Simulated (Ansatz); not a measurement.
**Light or heavy electrons for an n-channel?**

Plane-wave DFT in Ansatz, r2SCAN, scalar-relativistic PAW potentials, cutoff 500 eV, no spin-orbit coupling; no spin polarisation. Relaxed crystals whose conduction band edge is a single valley at Γ; masses by central differences along the Cartesian axes of the standard setting. A star marks a structure that wasn't matched here to a measured phase, so it may never have been made and needn't be stable; unstarred phases aren't always the most stable ones.

| crystal | gap (eV) | gap kind | m_x | m_y | m_z (mₑ) |
| --- | --- | --- | --- | --- | --- |
| In₃GaN₄ (P6_3mc)* | 0.42 | direct | 0.0526 | 0.0526 | 0.0538 |
| CdTe (F-43m) | 1.17 | direct | 0.0908 | 0.0908 | 0.0908 |
| TiO₂ (P4_2/mnm) | 2.22 | direct | 1.18 | 1.18 | 0.585 |
| ZnSe (F-43m) | 1.87 | direct | 0.124 | 0.124 | 0.124 |
| ZnS (F-43m) | 2.70 | direct | 0.194 | 0.194 | 0.194 |

Question: Take a film 3 nm thick, normal along z, current along x, at 300 K. Work out the injection velocity, the density-of-states capacitance and the confinement shift.

Answer: For a non-degenerate gas v_T = √(2k_BT/πm_x) = 5.38×10⁶ cm/s ÷ √(m_x/mₑ); one valley with both spins has C_Q = e²√(m_x m_y)/πħ² = 66.9 μF/cm² × √(m_x m_y)/mₑ; hard walls lift the first subband by ħ²π²/(2m_z t²) = 376 meV nm² ÷ (t² m_z/mₑ).
```tsv
crystal	v_T (10⁷ cm/s)	C_Q (μF/cm²)	shift (meV)
In₃GaN₄ (P6_3mc)*	2.35	3.5	777
CdTe (F-43m)	1.79	6.1	460
TiO₂ (P4_2/mnm)	0.50	78.9	71
ZnSe (F-43m)	1.53	8.3	337
ZnS (F-43m)	1.22	13.0	215
```

Question: With a gate oxide of 1 nm equivalent thickness (3.45 μF/cm²), which gives the most current per gate overdrive in the ballistic limit?

Answer: The gate capacitance is the series value C_G = 1/(1/C_ox + 1/C_Q), and the current goes as C_G v_T: In₃GaN₄ (P6_3mc)* 1.00, CdTe (F-43m) 0.96, ZnSe (F-43m) 0.91, ZnS (F-43m) 0.81, TiO₂ (P4_2/mnm) 0.40 (relative). For an isotropic mass C_G v_T peaks where C_Q = C_ox, at about 0.05 mₑ. This measure doesn't part those within 10 % of the top value: In₃GaN₄ (P6_3mc)*, CdTe (F-43m), ZnSe (F-43m). C_Q is the degenerate value and v_T the non-degenerate one; at high drain bias only forward-going states fill, which halves C_Q, while degeneracy raises the velocity, so values within about 10 % of each other aren't ranked. Scattering and the charge centroid are left out, and so are side valleys, which confinement lifts less and can make the lowest. In oxides whose conduction band is of d states, electrons tend to self-trap as polarons, and the band mass says little. Where the shift is over a third of the gap (In₃GaN₄ (P6_3mc)*, CdTe (F-43m)) the band isn't parabolic that far up, so the true shift is smaller and the mass larger. Semilocal functionals give gaps too small and so, as a rule, masses too light.

Spin-orbit coupling, left out, matters for the members with heavy elements.

Cost: about 14 core-minutes for the runs cited, on Intel Xeon Platinum 8488C (Sapphire Rapids), Arm Neoverse V1, Intel Xeon 6975P-C (Granite Rapids) and other processors (shared hosts).